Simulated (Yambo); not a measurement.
# GaN (F-43m) in Yambo: further runs

One crystal, GaN, is run at these levels: PBE; tasks: G0W0 quasiparticle levels, optical spectrum, optical spectrum by the Bethe-Salpeter equation.

Everything below comes from runs of Yambo 5.3.0. Logs are shortened: lines on timing, memory, paths and dates and some standing lists are left out, and cuts for length are marked.

**What was measured.**

From a printed reference work, textbook, for a bulk crystal of GaN at 0 K: band gap 3.299 eV (direct).

The runs below are set against these values where they give the same quantity.

## Step 1: The structure

Symmetry: F-43m, No. 216, cubic system. Conventional cell: a = 4.507 Å, b = 4.507 Å, c = 4.507 Å, α = 90.00°, β = 90.00°, γ = 90.00°. Around Ga (site symmetry -43m) lie 4 N at 1.95 Å. N (site symmetry -43m) is surrounded by 4 Ga at 1.95 Å.

The cell is a database's computed one.

## Step 2: G0W0 quasiparticle levels, PBE

g0w00.in reads:

```
gw0
dyson
el_el_corr
rim_cut
HF_and_locXC
ppa
em1d
RandQpts= 1000000
RandGvec= 50 RL
EXXRLvcs= 84 Ry
VXCRLvcs= 84 Ry
Chimod= "HARTREE"
% BndsRnXp
 1 | 129 |
%
NGsBlkXp= 12 Ry
% LongDrXp
 1 | 1 | 1 |
%
PPAPntXp= 27.21138 eV
% GbndRnge
 1 | 129 |
%
GTermKind= "BG"
DysSolver= "n"
ExtendOut
% QPkrange
 1 | 1 | 8 | 11 |
%
```

scf.in reads:

```
&CONTROL
  calculation = 'scf'
  prefix = 'pwscf'
  outdir = './tmp'
  pseudo_dir = './pseudo'
/
&SYSTEM
  ibrav = 0
  nat = 2
  ntyp = 2
  ecutwfc = 84
  nbnd = 15
  occupations = 'smearing'
  smearing = 'fd'
  degauss = 0.00367493
  force_symmorphic = .true.
/
&ELECTRONS
  conv_thr = 4d-10
  electron_maxstep = 120
  mixing_beta = 0.5
/
ATOMIC_SPECIES
Ga    69.7230 Ga.upf
N     14.0070 N.upf
CELL_PARAMETERS angstrom
   0.0000000000    2.2535006075    2.2535006075
   2.2535006075    0.0000000000    2.2535006075
   2.2535006075    2.2535006075    0.0000000000
ATOMIC_POSITIONS crystal
Ga     0.0000000000    0.0000000000    0.0000000000
N      0.2500000000    0.2500000000    0.2500000000
K_POINTS automatic
10 10 10 0 0 0
```

nscf.in reads:

```
&CONTROL
  calculation = 'nscf'
  prefix = 'pwscf'
  outdir = './tmp'
  pseudo_dir = './pseudo'
/
&SYSTEM
  ibrav = 0
  nat = 2
  ntyp = 2
  ecutwfc = 84
  nbnd = 129
  occupations = 'fixed'
  force_symmorphic = .true.
/
&ELECTRONS
  conv_thr = 1d-08
  diago_full_acc = .true.
  diago_thr_init = 1d-06
/
ATOMIC_SPECIES
Ga    69.7230 Ga.upf
N     14.0070 N.upf
CELL_PARAMETERS angstrom
   0.0000000000    2.2535006075    2.2535006075
   2.2535006075    0.0000000000    2.2535006075
   2.2535006075    2.2535006075    0.0000000000
ATOMIC_POSITIONS crystal
Ga     0.0000000000    0.0000000000    0.0000000000
N      0.2500000000    0.2500000000    0.2500000000
K_POINTS automatic
6 6 6 0 0 0
```

Potentials or basis: PseudoDojo 0.4.1 SR PBE standard.

The run is started by

```console
OMP_NUM_THREADS=1 pw.x -in scf.in > scf.out
OMP_NUM_THREADS=1 pw.x -in nscf.in > nscf.out
cd tmp/pwscf.save; p2y; mv SAVE ../..; cd ../..
OMP_NUM_THREADS=1 yambo
OMP_NUM_THREADS=1 yambo -F g0w00.in -J g0w00 -C g0w00_out
```

Yambo's report:

```text
[... sections 02.01 to 02.04 as in the set-up run ...]

  [02.05] Energies & Occupations
  ==============================

  [X] === General ===
  [X] Electronic Temperature                        :  0.000000  0.000000 [eV K]
  [X] Bosonic    Temperature                        :  0.000000  0.000000 [eV K]
  [X] Finite Temperature mode                       : no
  [X] El. density                                   :  0.78645E+24 [cm-3]
  [X] Fermi Level                                   :  10.58998 [eV]

  [X] === Gaps and Widths ===
  [X] Conduction Band Min                           :  1.758635 [eV]
  [X] Valence Band Max                              :  0.000000 [eV]
  [X] Filled Bands                                  :   9
  [X] Empty Bands                                   :   10  129
  [X] Direct Gap                                    :  1.758635 [eV]
  [X] Direct Gap localized at k                     :  1
  [X] Indirect Gap                                  :  1.758635 [eV]
  [X] Indirect Gap between kpts                     :  1  1
  [X] Last valence band width                       :  3.415874 [eV]
  [X] 1st conduction band width                     :  4.785776 [eV]

 [03] Transferred momenta grid and indexing
 ==========================================

 IBZ Q-points                                      :  16
 BZ  Q-points                                      :  216

 K/Q-points units:
 rlu = crystal or reduced units; cc = cartesian coordinates; iku = interal k-units

 Q [ 1]         [rlu]:  0.000000  0.000000  0.000000
 Q [ 2]         [rlu]:  0.28534E-17  0.28534E-17  0.16667
 Q [ 3]         [rlu]:  0.57068E-17  0.57068E-17  0.33333
 Q [ 4]         [rlu]: -0.21514E-16 -0.21514E-16 -0.50000
 Q [ 5]         [rlu]: -0.28532E-17  0.16667      0.16667
 Q [ 6]         [rlu]: -0.16186E-17  0.16667      0.33333
 Q [ 7]         [rlu]: -0.41609E-17  0.16667      0.50000
 Q [ 8]         [rlu]: -0.21514E-16  0.16667     -0.33333
 Q [ 9]         [rlu]:  0.32371E-17  0.16667     -0.16667
 Q [10]         [rlu]: -0.57063E-17  0.33333      0.33333
 Q [11]         [rlu]:  0.16731E-16  0.33333      0.50000
 Q [12]         [rlu]: -0.49037E-16  0.33333     -0.33333
 Q [13]         [rlu]:  0.46183E-16 -0.50000     -0.50000
 Q [14]         [rlu]:  0.166667  0.333333  0.500000
 Q [15]         [rlu]:  0.166667  0.333333 -0.333333
 Q [16]         [rlu]:  0.166667 -0.500000 -0.333333

 [04] Coloumb potential Random Integration (RIM)
 ===============================================

  [04.01] RIM initialization
  ==========================

  * Diagonal components only detected *

  8 x (sBL volume)        :  0.059481 [a.u.]
  sBZ random points       :  1000000
  Points outside the sBZ  :   7996195
  RL volume               :  1.605979 [a.u.]
  Integrated volume       :  1.606744 [a.u.]

  [04.02] RIM integrals
  =====================

  Gamma point sphere radius             :  0.070807 [a.u.]
  Points outside the sphere             :   799659
  [Int_sBZ(q=0) 1/q^2]*(Vol_sBZ)^(-1/3) =:  7.764404
                                 should be <:  7.795600
  [WR./g0w00//ndb.RIM]------------------------------------------------------------
   Brillouin Zone Q/K grids (IBZ/BZ)                :   16  216   16  216
   Coulomb cutoff potential                         : none
   Coulombian RL components                         :   51
   Coulombian diagonal components                   : yes
   RIM random points                                :  1000000
   RIM  RL volume             [a.u.]                :  1.606744
   Real RL volume             [a.u.]                :  1.605979
   Eps^-1 reference component                       : 0
   Eps^-1 components                                :  0.000000  0.000000  0.000000
   RIM anysotropy factor                            :  0.000000

  Summary of Coulomb integrals for non-metallic bands |Q|[au] RIM/Bare

  Q [1] 0.100000E-4 0.995998 * Q [2] 0.212962 1.064319
  Q [5] 0.245908 1.063520 * Q [9] 0.347766 1.026772
  Q [6] 0.407792 1.019084 * Q [3] 0.425925 1.016617
  Q [10] 0.491815 1.013507 * Q [8] 0.535943 1.011324
  Q [14] 0.549866 1.010344 * Q [7] 0.602348 1.008581
  Q [11] 0.638887 1.007858 * Q [4] 0.638887 1.008039
  Q [12] 0.695532 1.006949 * Q [15] 0.727405 1.006369
  Q [13] 0.737723 1.006174 * Q [16] 0.777628 1.005499

 [05] Dipoles
 ============

  [05.01] Setup: observables and procedures
  =========================================

  [WF-Oscillators/G space/Transverse up loader] Normalization (few states)  min/max  :  0.18684E-16   1.0000

  [WR./g0w00//ndb.dipoles]--------------------------------------------------------
   Brillouin Zone Q/K grids (IBZ/BZ)                :   16  216   16  216
[... 34 lines left out ...]
  X poles                                          :  100.0000 [o/o]
  RL vectors in the sum                            :  2685
  [r,Vnl] included                                 : yes
  Field direction                                  :  0.577350E-5  0.577350E-5  0.577350E-5
  BZ energy Double Grid                            : no
  BZ energy DbGd points                            : 0
  BZ Q point size factor                           : -1.000000
  X Optical Averaged directions                    : none
 [X-CG] R(p) Tot o/o(of R):   13005  233280     100
 [WR./g0w00//ndb.pp_fragment_1]--------------------------------------------------
  PPA Im  energy                                   :  27.21138 eV
 [X-CG] R(p) Tot o/o(of R):   44620  233280     100
 [WR./g0w00//ndb.pp_fragment_2]--------------------------------------------------
  PPA Im  energy                                   :  27.21138 eV
 [X-CG] R(p) Tot o/o(of R):   43067  233280     100
 [X-CG] R(p) Tot o/o(of R):   25107  233280     100
 [X-CG] R(p) Tot o/o(of R):   39732  233280     100
 [X-CG] R(p) Tot o/o(of R):   65923  233280     100
 [X-CG] R(p) Tot o/o(of R):   61905  233280     100
 [X-CG] R(p) Tot o/o(of R):   58863  233280     100
 [X-CG] R(p) Tot o/o(of R):   54863  233280     100
 [X-CG] R(p) Tot o/o(of R):   38866  233280     100
 [X-CG] R(p) Tot o/o(of R):   61863  233280     100
 [X-CG] R(p) Tot o/o(of R):   52361  233280     100
 [X-CG] R(p) Tot o/o(of R):   24441  233280     100
 [X-CG] R(p) Tot o/o(of R):   66326  233280     100
 [X-CG] R(p) Tot o/o(of R):   64598  233280     100
 [X-CG] R(p) Tot o/o(of R):   53270  233280     100

 [07] Local Exchange-Correlation + Non-Local Fock
 ================================================

 [VXC] Plane waves :  2085
 [EXS] Plane waves :  2085

 QP @ state[ 1 ] K range:  1  1
 QP @ state[ 1 ] b range:   8  11

 [xc] Functional : Perdew, Burke & Ernzerhof(X)+Perdew, Burke & Ernzerhof(C)
 [xc] LIBXC used to calculate xc functional
  PP Number of Atomic Species                      :  2
  NLCC RL compoments                               :  16145
  PP Number of Atomic Species                      :  2
  NLCC RL compoments                               :  16145
 [WR./g0w00//ndb.HF_and_locXC]---------------------------------------------------
  Brillouin Zone Q/K grids (IBZ/BZ)                :   16  216   16  216
  RL vectors                                       :  2685 [WF]
  Fragmentation                                    : no
  Electronic Temperature                           :  0.000000 [K]
  Bosonic    Temperature                           :  0.000000 [K]
  Green`s function   wavefunctions                 : Perdew, Burke & Ernzerhof(X)+Perdew, Burke & Ernzerhof(C)
  Total number of QP states                        :   4
  Exchange RL vectors                              :  2085
  Exchange summation bands                         :   9
  RIM RL components                                :   51
  RIM random points                                :  1000000

 [xc] E_xc :  -11.75329 [Ha]
      E_xc :  -23.50658 [Ry]

  Local XC kind (lXC) : Perdew, Burke & Ernzerhof(X)+Perdew, Burke & Ernzerhof(C)
  Non-Local XC kind (nlXC) : Hartree-Fock

  Corrections @ K [1] :  [eV]
 <8|nlXC|8> = -21.22343  0.59656E-17 <8|lXC|8> = -18.30932  0.69880E-19
 <9|nlXC|9> = -21.22343  0.60968E-17 <9|lXC|9> = -18.30932 -0.75258E-18
 <10|nlXC|10> = -10.06866  0.17654E-17 <10|lXC|10> = -13.94081  0.37769E-15
 <11|nlXC|11> = -7.230683 -0.66183E-18 <11|lXC|11> = -12.00286 -0.28321E-15

 [08] Dyson equation: Newton solver
 ==================================

 [WARNING] Response block size in GW reduced to 137     RL (6530    mHa)

  [08.01] G0W0 (W PPA)
  ====================

  [  GW  ] Bands range     :    1  129
  [GW/PPA] G damping       :  0.100000 [eV]

  QP @ state[ 1 ] K range:  1  1
  QP @ state[ 1 ] b range:   8  11

   Current Q-pt index             :  1
   :: PP condition fails/total    :  0.440727
   :: Time ordering fails/rest    :  0.500810
   :: Mean rel dev of PP cond     :  0.440770
   Current Q-pt index             :  2
   :: PP condition fails/total    :  0.435825
   :: Time ordering fails/rest    :  0.499953
   :: Mean rel dev of PP cond     :  0.435844
   Current Q-pt index             :  3
   :: PP condition fails/total    :  0.442538
   :: Time ordering fails/rest    :  0.500526
   :: Mean rel dev of PP cond     :  0.442554
   Current Q-pt index             :   4
[... 37 lines left out ...]
   :: Time ordering fails/rest    :  0.500233
   :: Mean rel dev of PP cond     :  0.428162
   Current Q-pt index             :  14
   :: PP condition fails/total    :  0.444563
   :: Time ordering fails/rest    :  0.500336
   :: Mean rel dev of PP cond     :  0.444583
   Current Q-pt index             :  15
   :: PP condition fails/total    :  0.429645
   :: Time ordering fails/rest    :  0.500607
   :: Mean rel dev of PP cond     :  0.429651
   Current Q-pt index             :  16
   :: PP condition fails/total    :  0.424743
   :: Time ordering fails/rest    :  0.500324
   :: Mean rel dev of PP cond     :  0.424741

  [08.02] QP properties and I/O
  =============================

  Legend (energies in eV)
  - B  : Band       - Eo  : bare energy
  - E  : QP energy  - Z   : Renormalization factor
  - So : Sc(Eo)     - S   : Sc(E)
  - dSp: Sc derivative precision

  - lXC: Local XC (Perdew, Burke & Ernzerhof(X)+Perdew, Burke & Ernzerhof(C))
  -nlXC: non-Local XC (Hartree-Fock)

  QP [eV] @ K [1] (iku):  0.000000  0.000000  0.000000
   B=8 Eo= -0.00 E= -0.34 E-Eo= -0.34 Re(Z)=0.79 Im(Z)=-0.109162E-2 nlXC= -21.2234 lXC= -18.3093 So=  2.49072
   B=9 Eo=  0.00 E= -0.33 E-Eo= -0.33 Re(Z)=0.79 Im(Z)=-0.109161E-2 nlXC= -21.2234 lXC= -18.3093 So=  2.49230
   B=10 Eo=  1.76 E=  1.93 E-Eo=  0.17 Re(Z)=0.82 Im(Z)=-0.944968E-3 nlXC= -10.0687 lXC= -13.9408 So= -3.66476
   B=11 Eo= 10.36 E= 10.27 E-Eo= -0.09 Re(Z)=0.83 Im(Z)= 0.841891E-2 nlXC= -7.23068 lXC= -12.0029 So= -4.87846

  [WR./g0w00//ndb.QP]-------------------------------------------------------------
   Lattice constants                                :  4.258499  4.258499  4.258499
   Coulomb cutoff potential                         : none
   Electronic Temperature                           :  0.000000 [K]
   Bosonic    Temperature                           :  0.000000 [K]
   Green`s function   energies                      : Perdew, Burke & Ernzerhof(X)+Perdew, Burke & Ernzerhof(C)
   wavefunctions                                    : Perdew, Burke & Ernzerhof(X)+Perdew, Burke & Ernzerhof(C)
   PPA    diel. fun.  energies                      : Perdew, Burke & Ernzerhof(X)+Perdew, Burke & Ernzerhof(C)
   wavefunctions                                    : Perdew, Burke & Ernzerhof(X)+Perdew, Burke & Ernzerhof(C)
   QP tot states                                    :   4
   GW solver                                        : Newton
   GW approximation                                 : PPA
   PPA imaginary Energy                             :  27.21138 ev
   RIM G`s                                          :   51
   RIM random pts                                   :  1000000
   dS/dw steps                                      :  2
   dS/dw step                                       :  0.100000 ev
   X G`s                                            :  137 used
   X G`s                                            :  137 disk
   X bands                                          :    1  129
   X poles                                          :  100.0000 o/o
   X e/h E range                                    : -1.000000 -1.000000 ev
   X Hxc Kernel                                     : HARTREE
   X BZ energy Double Grid                          : no
   X Optical Averaged directions                    : none
   Sc/G bands                                       :    1  129
   Sc/G damping                                     :  0.100000 ev
   Sc bands terminator                              : yes
   Sc terminator kind                               : BG
   Sc Terminator pole                               :  40.81708
   Sx RL components                                 :  2085

   QP @ state[ 1 ] K range                          :  1  1
   QP @ state[ 1 ] b range                          :   8  11
   GF energies kind                                 : Perdew, Burke & Ernzerhof(X)+Perdew, Burke & Ernzerhof(C)
   GF WF`s kind                                     : Perdew, Burke & Ernzerhof(X)+Perdew, Burke & Ernzerhof(C)
   Xs energies kind                                 : Perdew, Burke & Ernzerhof(X)+Perdew, Burke & Ernzerhof(C)
   Xs WF`s kind                                     : Perdew, Burke & Ernzerhof(X)+Perdew, Burke & Ernzerhof(C)
```

Run time: 7.9 min. Hardware: 1 thread of Arm Neoverse V2, shared host; peak memory 0.49 GiB.

What came out:

```yaml
Band_gap_on_the_k_mesh_mean-field_level: 1.76 eV, direct
Quasiparticle_gap: 2.26 eV
Least_direct_quasiparticle_gap: 2.26 eV
Quasiparticle_gap_at_Γ: 2.26 eV
Band_gap_of_the_same_states_before_the_correction: 1.76 eV
```

Quasiparticle terms (eV):
| k point | band | Kohn-Sham level | Vxc | Σx | Σc | Z | result |
| --- | --- | --- | --- | --- | --- | --- | --- |
| (0.000, 0.000, 0.000) | 8 | 0.00 | -18.31 | -21.22 | 2.49 | 0.79 | -0.34 |
| (0.000, 0.000, 0.000) | 9 | 0.00 | -18.31 | -21.22 | 2.49 | 0.79 | -0.33 |
| (0.000, 0.000, 0.000) | 10 | 1.76 | -13.94 | -10.07 | -3.66 | 0.82 | 1.93 |
| (0.000, 0.000, 0.000) | 11 | 10.36 | -12.00 | -7.23 | -4.88 | 0.83 | 10.27 |

Caveat: the potentials hold a filled d shell without the s and p states of that shell, which can shift GW gaps by tenths of an eV, either way; this version prints the column dSc/dw multiplied by 27.2; the terminator is approximate in this version, by hundredths of an eV.

[end of part 1 of 2]
